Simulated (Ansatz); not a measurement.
# SiO₂: Field gradients at the nuclei

The cell is an entry of the Crystallography Open Database (COD).

Space group P4_12_12 (No. 92); a = 4.9820, c = 6.9630 Å.

| site | Wyckoff | site symmetry | x | y | z |
| --- | --- | --- | --- | --- | --- |
| Si | 4a | ..2 | 0.2990 | 0.2990 | 0.0000 |
| O | 8b | 1 | 0.2399 | 0.1035 | 0.1781 |

One atom of each set is listed.

All values are calculated (Ansatz; DFT, PBE, plane waves and PAW, scalar-relativistic, 420 eV cutoff, Γ-centred 5×5×4 k-points, Fermi–Dirac smearing 0.02 eV), not measured.

Conventions: |V_zz| ≥ |V_yy| ≥ |V_xx|, η = (V_xx − V_yy)/V_zz, C_Q = eQV_zz/h.

¹⁷O: I = 5/2, Q = -25.58 mb. Nuclear quadrupole moments: year-2017 set (Pyykkö).

Problem. What field gradients does the calculation give at each kind of site?

Solution. 

```json
{"site": "Si", "atoms": "4", "first shell": "4 O at 1.60–1.61 Å", "V_xx, V_yy, V_zz (10²¹ V/m²)": "0.053, 0.21, -0.27", "η": "0.60", "C_Q (MHz)": "–"}
{"site": "O", "atoms": "8", "first shell": "2 Si at 1.60–1.61 Å, angle 147°", "V_xx, V_yy, V_zz (10²¹ V/m²)": "-3.96, -5.23, 9.19", "η": "0.14", "C_Q (MHz)": "-5.69"}
```

At O V_zz runs parallel to the line that joins its two neighbours (within 1°).

Si has no stable isotope with a ground-state quadrupole moment in the table, so no C_Q is given.

The calculated pressure of 6 GPa (PBE) comes largely from the unrelaxed atoms: it is 1.1 GPa once they are relaxed in the same cell. The largest force is 0.4 eV/Å, so the atoms aren't at the calculated equilibrium and relaxing them would move these values.
